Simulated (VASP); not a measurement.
# Te (C2/m) in VASP: notebook

One crystal, Te, is run at these levels: PBE; tasks: single point.

All numbers are computed with VASP 6.6.1; they aren't measurements. Logs are shortened: lines on timing, memory, paths and dates and some standing lists are left out, and cuts for length are marked.

### Step 1. Starting point

Symmetry: C2/m, No. 12, monoclinic system. Conventional cell: a = 7.641 Å, b = 4.296 Å, c = 5.977 Å, α = 90.00°, β = 90.90°, γ = 90.00°. Around Te (site symmetry 2/m) lie 6 Te at 3.09 to 3.31 Å. Te (site symmetry m) has 6 Te at 3.03 to 3.47 Å as nearest neighbours.

This isn't the form of Te at room conditions, which is trigonal, of chains.

### Step 2. Single point, PBE

File INCAR:

```
ADDGRID = F
ALGO = Normal
EDIFF = 1E-6
ENCUT = 650
GGA = PE
ISIF = 2
ISMEAR = 0
LASPH = T
LCHARG = F
LREAL = F
LWAVE = F
NBANDS = 16
NELM = 100
PREC = Accurate
SIGMA = 0.05
```

File KPOINTS:

```
k-points
0
Gamma
  2 2 1
```

File POSCAR:

```
Te
1.0
    3.8202894285     -2.1482026000      0.0000000000
    3.8202894285      2.1482026000      0.0000000000
   -0.0942908673      0.0000000000      5.9760906531
Te
3
Direct
    0.0053760000      0.0030970000      0.0153300000
    0.3128830000      0.3144850000      0.3485460000
    0.7243610000      0.6723340000      0.6509690000
```

Potentials or basis: VASP PAW PBE potentials, release 64 (Te).

Run with:

```bash
> cat potpaw_PBE.64/Te/POTCAR > POTCAR
> mpirun -np 1 vasp_std > vasp.out
```

OUTCAR:

```text
EDIFF = 1E-6
   ENCUT = 650
   GGA = PE
   ISIF = 2
   ISMEAR = 0
   LASPH = T
   LREAL = F
   NELM = 100
   PREC = Accurate

 Found      4 irreducible k-points:

 Following reciprocal coordinates:
            Coordinates               Weight
  0.000000  0.000000  0.000000      1.000000
  0.500000 -0.000000  0.000000      1.000000
 -0.000000  0.500000  0.000000      1.000000
  0.500000  0.500000  0.000000      1.000000
   k-points           NKPTS =      4   k-points in BZ     NKDIM =      4   number of bands    NBANDS=     16
   number of dos      NEDOS =    301   number of ions     NIONS =      3
   total plane-waves  NPLWV =  64800
   dimension x,y,z NGX =    36 NGY =   36 NGZ =   50
   dimension x,y,z NGXF=    72 NGYF=   72 NGZF=  100
   ions per type =               3
   NGX,Y,Z   is equivalent  to a cutoff of  13.66, 13.66, 13.91 a.u.
   NGXF,Y,Z  is equivalent  to a cutoff of  27.31, 27.31, 27.82 a.u.
 SYSTEM =  unknown system
   PREC   = accura    normal or accurate (medium, high low for compatibility)
   ISTART =      0    job   : 0-new  1-cont  2-samecut
   ICHARG =      2    charge: 1-file 2-atom 10-const
   ISPIN  =      1    spin polarized calculation?
   LNONCOLLINEAR =      F non collinear calculations
   LSORBIT =      F    spin-orbit coupling
   LASPH  =      T    aspherical Exc in radial PAW
   ENCUT  =  650.0 eV  47.77 Ry    6.91 a.u.   9.11  9.11 12.42*2*pi/ulx,y,z
   NELM   =    100;   NELMIN=  2; NELMDL= -5     # of ELM steps
   EDIFF  = 0.1E-05   stopping-criterion for ELM
   LREAL  =      F    real-space projection
   EDIFFG = 0.1E-04   stopping-criterion for IOM
   NSW    =      0    number of steps for IOM
   IBRION =     -1    ionic relax: 0-MD 1-quasi-New 2-CG
   NFREE  =      0    steps in history (QN), initial steepest desc. (CG)
   ISIF   =      2    stress and relaxation
   ISYM   =      2    0-nonsym 1-usesym 2-fastsym
   POTIM  = 0.5000    time-step for ionic-motion
   TEBEG  =    0.0;   TEEND  =   0.0 temperature during run
   PSTRESS=    0.0 pullay stress
   NELECT =      18.0000    total number of electrons
   NUPDOWN=      -1.0000    fix difference up-down
   EMIN   =  10.00;   EMAX   =-10.00  energy-range for DOS
   EFERMI =   0.00;   METHOD = LEGACY
   ISMEAR =     0;   SIGMA  =   0.05  broadening in eV -4-tet -1-fermi 0-gaus
   EFERMI_NEDOS =   21; number of points for ismear=-14 and -15
   IALGO  =     38    algorithm
   IMIX   =      4    mixing-type and parameters
     AMIX     =   0.40;   BMIX     =  1.00
     AMIX_MAG =   1.60;   BMIX_MAG =  1.00
  volume/ion in A,a.u.               =      32.70       220.64
  Fermi-wavevector in a.u.,A,eV,Ry     =   0.930307  1.758025 11.775440  0.865470
  Thomas-Fermi vector in A             =   2.056681
   LORBIT       =      0    0 simple, 1 ext, 2 COOP (PROOUT), +10 PAW based schemes
   GGA     = PE    functional components
   LHFCALC =     F    Hartree Fock is set to
   AEXX    =    0.0000 exact exchange contribution
   IVDW    =     0    specifies the selected vdW correction
   LEPSILON=     F    determine dielectric tensor
   LRPA    =     F    only Hartree local field effects (RPA)
 non-spin polarized calculation
 Gauss-broadening in eV      SIGMA  =   0.05
  energy-cutoff  :      650.00
  volume of cell :       98.09
 maximum number of plane-waves:      3708
   NGX = 19   NGY = 19   NGZ = 25

 number of electron      18.0000000 magnetization

 Free energy of the ion-electron system (eV)
  ---------------------------------------------------
  ext. energy  EPLUGINS =         0.00000000
  ---------------------------------------------------
  free energy    TOTEN  =        -8.26830743 eV

  energy without entropy =       -8.26830743  energy(sigma->0) =       -8.26830743

 E-fermi :   6.3802     XC(G=0):  -9.2437

 val. band max:        6.1275260222   @ k =   0.5000   0.5000   0.0000
 cond. band min:       6.6350543670   @ k =   0.5000   0.5000   0.0000
 fundamental gap:      0.5075283449
 Fermi energy:         6.3801751416

 k-point     1 :       0.0000    0.0000    0.0000
  band No.  band energies     occupation
      1      -7.2819      2.00000
      2      -4.1459      2.00000
      3      -3.6709      2.00000
      4       3.4599      2.00000
      5       3.7149      2.00000
      6       4.3139      2.00000
[... 8 lines left out ...]
     15      12.5057      0.00000
     16      12.6568      0.00000

 k-point     2 :       0.5000   -0.0000    0.0000
  band No.  band energies     occupation
      1      -5.6332      2.00000
      2      -5.0773      2.00000
      3      -3.7343      2.00000
      4       1.6253      2.00000
      5       1.7931      2.00000
      6       2.4257      2.00000
[... 8 lines left out ...]
     15      15.0910      0.00000
     16      15.2595      0.00000

 k-point     3 :      -0.0000    0.5000    0.0000
  band No.  band energies     occupation
      1      -5.5888      2.00000
      2      -5.2100      2.00000
      3      -3.6070      2.00000
      4       1.6113      2.00000
      5       1.8848      2.00000
      6       2.3988      2.00000
[... 8 lines left out ...]
     15      14.7978      0.00000
     16      15.2898      0.00000

 k-point     4 :       0.5000    0.5000    0.0000
  band No.  band energies     occupation
      1      -6.0518      2.00000
      2      -4.7802      2.00000
      3      -3.5853      2.00000
      4       1.5464      2.00000
      5       2.1886      2.00000
      6       2.4093      2.00000
[... 8 lines left out ...]
     15      15.2236      0.00000
     16      15.5175      0.00000

------------------------ aborting loop because EDIFF is reached ----------------------------------------

  FORCE on cell =-STRESS in cart. coord.  units (eV):
  Direction    XX          YY          ZZ          XY          YZ          ZX
  --------------------------------------------------------------------------------------
  -------------------------------------------------------------------------------------
  Total        3.0011333      4.0319169     -2.2039431     -0.2471899     -0.4722773     -1.0320770
  in kB       49.0204383     65.8572332    -35.9991531     -4.0375939     -7.7141652    -16.8579199
  external PRESSURE =      26.2928394 kB  Pullay stress =       0.0000000 kB

 VOLUME and BASIS-vectors are now :
 -----------------------------------------------------------------------------
  energy-cutoff  :      650.00
  volume of cell :       98.09
      direct lattice vectors                 reciprocal lattice vectors
     3.820289429 -2.148202600  0.000000000     0.130880136 -0.232752721  0.002065029
     3.820289429  2.148202600  0.000000000     0.130880136  0.232752721  0.002065029
    -0.094290867  0.000000000  5.976090653     0.000000000  0.000000000  0.167333472

 POSITION                                       TOTAL-FORCE (eV/Angst)
 -----------------------------------------------------------------------------------
      0.03092     -0.00490      0.09161         0.351735     -0.072707      0.556934
      2.36386      0.00344      2.08294        -1.594031      0.922089      0.326955
      5.27440     -0.11176      3.89025         1.242297     -0.849382     -0.883889
 -----------------------------------------------------------------------------------
    total drift:                               -0.000024     -0.000021      0.000020

  FREE ENERGIE OF THE ION-ELECTRON SYSTEM (eV)
  ---------------------------------------------------
  free  energy   TOTEN  =        -8.2683074323 eV

  energy  without entropy=       -8.2683074323  energy(sigma->0) =       -8.26830743
```

Wall time 10 s (1 thread of AMD EPYC 7R13 (Zen 3), shared host); peak memory 0.19 GiB.

The run converged, but some of its settings lie outside the range that counts as converged, so its numbers aren't taken as properties of the crystal.

Results:

```
Free energy            : -8.2683 eV
Pressure               : 2.6 GPa
Largest force          : 1.870 eV/Å
Band gap on the k mesh : 0.51 eV, direct
```

Caveat: the k mesh is coarse (spacing up to 1.05 Å⁻¹), so the values aren't converged; spin-orbit coupling is left out, which moves the levels of the heavy elements; an odd mesh through Γ misses points on the zone boundary, where band edges often lie.

### Step 3. Single point, PBE

Edit INCAR of step 2 so:

```diff
@@ -3,3 +3,3 @@
 EDIFF = 1E-6
-ENCUT = 650
+ENCUT = 460
 GGA = PE
```

File KPOINTS:

```
k-points
0
Gamma
  2 2 2
```

File POSCAR:

```
Te
1.0
    3.8202894285     -2.1482026000      0.0000000000
    3.8202894285      2.1482026000      0.0000000000
   -0.0942908673      0.0000000000      5.9760906531
Te
3
Direct
    0.0000000000      0.0000000000      0.0000000000
    0.3094466100      0.3094466100      0.3388094900
    0.6905533900      0.6905533900      0.6611905100
```

Potentials or basis: VASP PAW PBE potentials, release 64 (Te).

Run with:

```bash
> cat potpaw_PBE.64/Te/POTCAR > POTCAR
> mpirun -np 1 vasp_std > vasp.out
```

OUTCAR:

```text
EDIFF = 1E-6
   ENCUT = 460
   GGA = PE
   ISIF = 2
   ISMEAR = 0
   LASPH = T
   LREAL = F
   NELM = 100
   PREC = Accurate

 Found      6 irreducible k-points:

 Following reciprocal coordinates:
            Coordinates               Weight
  0.000000  0.000000  0.000000      1.000000
  0.500000 -0.000000  0.000000      2.000000
  0.500000  0.500000  0.000000      1.000000
  0.000000  0.000000  0.500000      1.000000
  0.500000 -0.000000  0.500000      2.000000
  0.500000  0.500000  0.500000      1.000000
   k-points           NKPTS =      6   k-points in BZ     NKDIM =      6   number of bands    NBANDS=     16
   number of dos      NEDOS =    301   number of ions     NIONS =      3
   total plane-waves  NPLWV =  43008
   dimension x,y,z NGX =    32 NGY =   32 NGZ =   42
   dimension x,y,z NGXF=    64 NGYF=   64 NGZF=   84
   ions per type =               3
   NGX,Y,Z   is equivalent  to a cutoff of  12.14, 12.14, 11.68 a.u.
   NGXF,Y,Z  is equivalent  to a cutoff of  24.28, 24.28, 23.36 a.u.
 SYSTEM =  unknown system
   PREC   = accura    normal or accurate (medium, high low for compatibility)
   ISTART =      0    job   : 0-new  1-cont  2-samecut
   ICHARG =      2    charge: 1-file 2-atom 10-const
[... 58 lines left out ...]
 val. band max:        6.3466914321   @ k =   0.0000   0.0000   0.5000
 cond. band min:       6.3678672339   @ k =   0.5000   0.5000   0.5000
 fundamental gap:      0.0211758018
 Fermi energy:         6.3592356470

 k-point     1 :       0.0000    0.0000    0.0000
  band No.  band energies     occupation
      1      -7.1860      2.00000
      2      -3.9255      2.00000
      3      -3.8906      2.00000
      4       3.7347      2.00000
      5       3.7672      2.00000
      6       4.2409      2.00000
[... 91 lines left out ...]
      3      -4.1804      2.00000
      4       0.5171      2.00000
      5       3.1768      2.00000
      6       3.2852      2.00000
[... 8 lines left out ...]
     15      14.2790      0.00000
     16      15.2551      0.00000

------------------------ aborting loop because EDIFF is reached ----------------------------------------

  FORCE on cell =-STRESS in cart. coord.  units (eV):
  Direction    XX          YY          ZZ          XY          YZ          ZX
  --------------------------------------------------------------------------------------
  -------------------------------------------------------------------------------------
  Total        4.0959475      5.3114429     -3.2625908      0.0000000      0.0000000     -1.8213343
  in kB       66.9031069     86.7569788    -53.2910791      0.0000000      0.0000000    -29.7496295
  external PRESSURE =      33.4563355 kB  Pullay stress =       0.0000000 kB

 VOLUME and BASIS-vectors are now :
 -----------------------------------------------------------------------------
  energy-cutoff  :      460.00
  volume of cell :       98.09
      direct lattice vectors                 reciprocal lattice vectors
     3.820289429 -2.148202600  0.000000000     0.130880136 -0.232752721  0.002065029
     3.820289429  2.148202600  0.000000000     0.130880136  0.232752721  0.002065029
    -0.094290867  0.000000000  5.976090653     0.000000000  0.000000000  0.167333472

 POSITION                                       TOTAL-FORCE (eV/Angst)
 -----------------------------------------------------------------------------------
      0.00000      0.00000      0.00000        -0.000000      0.000000      0.000000
      2.33240      0.00000      2.02476        -0.837709      0.000000      0.697811
      5.21388      0.00000      3.95133         0.837709      0.000000     -0.697811
 -----------------------------------------------------------------------------------
    total drift:                                0.000000     -0.000000     -0.000000

  FREE ENERGIE OF THE ION-ELECTRON SYSTEM (eV)
  ---------------------------------------------------
  free  energy   TOTEN  =        -7.9265156976 eV

  energy  without entropy=       -7.9112126555  energy(sigma->0) =       -7.91886418
```

stdout:

```text
POSCAR found type information on POSCAR Te
 POSCAR found :  1 types and       3 ions
 scaLAPACK will be used
 LDA part: xc-table for (Slater+PW92), standard interpolation
 POSCAR, INCAR and KPOINTS ok, starting setup
 FFT: planning ... GRIDC
 FFT: planning ... GRID_SOFT
 FFT: planning ... GRID
 WAVECAR not read
 entering main loop
```

Wall time 9.7 s (1 thread of AMD EPYC 7R13 (Zen 3), shared host); peak memory 0.15 GiB.

The run converged, but some of its settings lie outside the range that counts as converged, so its numbers aren't taken as properties of the crystal.

What came out:

```yaml
Free_energy: -7.9265 eV
Pressure: 3.3 GPa
Largest_force: 1.090 eV/Å
Band_gap_on_the_k_mesh: none (metal or under the smearing width)
```

Caveat: the k mesh is coarse (spacing up to 0.84 Å⁻¹), so the values aren't converged; forces of over 1 eV/Å show positions far from the minimum, so gaps and moduli don't describe the material at rest.
